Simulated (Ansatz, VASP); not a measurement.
One calculation of Au, two programs

```xyz
1
Lattice="0.0000 2.1198 2.1198 2.1198 0.0000 2.1198 2.1198 2.1198 0.0000" Properties=species:S:1:pos:R:3 pbc="T T T"
Au    0.0000    0.0000    0.0000
```

Alike in both runs: task single point; functional PBE; k mesh 18 × 18 × 18; occupations gaussian, width 0.1 eV; no spin polarisation.

|  | VASP | Ansatz |
| --- | --- | --- |
| version | VASP 6.6.1 | Ansatz 0.2.0 |
| potentials or method | VASP PAW PBE potentials, release 64 (Au) | scalar-relativistic, plane waves, PAW |
| plane-wave cutoff (eV) | 520 | 420 |
| valence electrons in the cell | 11 | 19 |

```csv
,VASP,Ansatz,Ansatz less VASP
gap on the k mesh at the Fermi level (eV),none,none,-
pressure (GPa),-7.0,-6.9,+0.09
```

A gap of «none» marks a metal or a gap that the smearing closes. The two sets of potentials don't hold the same shells in valence.

Spin-orbit coupling is left out, which matters for the levels of Au.
